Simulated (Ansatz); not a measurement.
MgO (Fm-3m), a vibration from a frozen displacement

The calculation used DFT PBE, scalar-relativistic, plane waves, PAW (Ansatz 0.2.0). Cutoff 420 eV, Γ-centred 6×6×6 k-points, Gaussian smearing of 0.05 eV. No spin polarisation. Energies are free energies at this smearing, counted from the undisturbed cell; pressure is positive in compression.

The undisturbed cell (relaxed at this level):

```xyz
8
Lattice="4.2538 0.0000 0.0000 0.0000 -4.2538 0.0000 0.0000 0.0000 -4.2538" Properties=species:S:1:pos:R:3 pbc="T T T"
Mg    0.0000    0.0000    0.0000
Mg    2.1269   -2.1269    0.0000
Mg    2.1269    0.0000   -2.1269
Mg    0.0000   -2.1269   -2.1269
O     2.1269    0.0000    0.0000
O     0.0000   -2.1269    0.0000
O     0.0000    0.0000   -2.1269
O     2.1269   -2.1269   -2.1269
```

Atom 5 (O) is moved by x along the Cartesian unit vector (-1.000, 0.000, 0.000); the cell and all other atoms stay fixed. The cell's volume is 76.97 Å³; the moved atoms weigh 15.999 u together and the others 145.217 u. Some rows repeat others by symmetry and weren't run.

| x (Å) | ΔE (meV/cell) | total force on the moved atoms along the move (eV/Å) | pressure (GPa) |
| --- | --- | --- | --- |
| -0.2000 | 213.44 | 2.2765 | 1.0820 |
| -0.1750 | 160.88 | 1.9328 | 0.8181 |
| -0.1500 | 116.60 | 1.6134 | 0.5940 |
| -0.1250 | 80.04 | 1.3144 | 0.4079 |
| -0.1000 | 50.74 | 1.0320 | 0.2578 |
| -0.0750 | 28.33 | 0.7627 | 0.1424 |
| -0.0500 | 12.53 | 0.5032 | 0.0608 |
| -0.0250 | 3.12 | 0.2500 | 0.0121 |
| 0.0000 | 0.00 | 0.0000 | -0.0041 |
| 0.0250 | 3.12 | -0.2500 | 0.0121 |
| 0.0500 | 12.53 | -0.5032 | 0.0608 |
| 0.0750 | 28.33 | -0.7627 | 0.1424 |
| 0.1000 | 50.74 | -1.0320 | 0.2578 |
| 0.1250 | 80.04 | -1.3144 | 0.4079 |
| 0.1500 | 116.60 | -1.6134 | 0.5940 |
| 0.1750 | 160.88 | -1.9328 | 0.8181 |
| 0.2000 | 213.44 | -2.2765 | 1.0820 |

Problem. What frequency belongs to this motion?

Solution. The force constant is k = −dF/dx = 10.000 eV/Å², from the parabola through x = -0.0250, 0 and 0.0250. In every cell the moved atoms swing against the rest, so the mass is μ = m₁m₂/(m₁ + m₂) = 14.411 u, and ν̃ = 521.5 cm⁻¹ × √(|k|/μ) = 434 cm⁻¹. The pattern needn't be a normal mode: ν̃² is then a weighted mean of the squared nonzero frequencies at the zone centre of this cell, taken without macroscopic field, so it lies between the lowest and the highest of them.

Problem. How far does the harmonic law reach?

Solution. At x = -0.200 Å, kx²/2 = 200.00 meV against the computed 213.44 meV (+6.7 %): the well is still close to harmonic there.

Problem. The pressure changes with x². What does that say about the frequency under compression?

Solution. With E = k(V)x²/2, k ∝ V^(−2γ) and x scaling with the cell as V^(1/3), P − P0 = −∂E/∂V = (2γ − 2/3) ΔE/V. At x = 0.0500 Å, V(P − P0) = 76.97 × 0.06487 / 160.2 eV = 31.17 meV and ΔE = 12.53 meV, so γ = 1/3 + V(P − P0)/(2ΔE) = 1.58. This is the Grüneisen parameter of the motion under uniform scaling of the cell: shrinking the cell evenly by 1 % in volume raises the frequency by about 1.58 %.